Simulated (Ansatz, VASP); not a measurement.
Na3Cl2 in VASP and in Ansatz

```
Na Cl
1.0
     1.75995  -10.17026    0.00000
     1.75995   10.17026    0.00000
     0.00000    0.00000    3.52764
Na Cl
3 2
Direct
  0.50000 0.50000 0.00000
  0.33101 0.66899 0.00000
  0.66899 0.33101 0.00000
  0.91340 0.08660 0.50000
  0.08660 0.91340 0.50000
```

The cell comes from a database or a generator and needn't be the stable form of this composition.

Alike in both runs: task single point; functional PBE; k mesh 4 × 4 × 4; occupations gaussian, width 0.1 eV; no spin polarisation.

```csv
,VASP,Ansatz
version,VASP 6.6.1,Ansatz 0.2.0
potentials or method,"VASP PAW PBE potentials, release 64 (Na_pv, Cl)","scalar-relativistic, plane waves, PAW"
plane-wave cutoff (eV),520,420
valence electrons in the cell,35,41
```

```csv
,VASP,Ansatz,Ansatz less VASP
gap on the k mesh at the Fermi level (eV),none,none,-
pressure (GPa),0.1,0.1,+0.03
largest component of the traceless stress (GPa),0.20,0.20,0.000
rms of the force components (eV/Å),0.005,0.006,+0.0002
```

Atom by atom the forces differ by 0.000 eV/Å (rms over components). A gap of «none» marks a metal or a gap that the smearing closes. The two sets of potentials don't hold the same shells in valence.

Caveats: the k mesh is coarse (spacing up to 0.45 Å⁻¹), so the values aren't converged; an odd number of electrons without spin polarisation forces a metal; a magnetic or distorted state may lie lower.
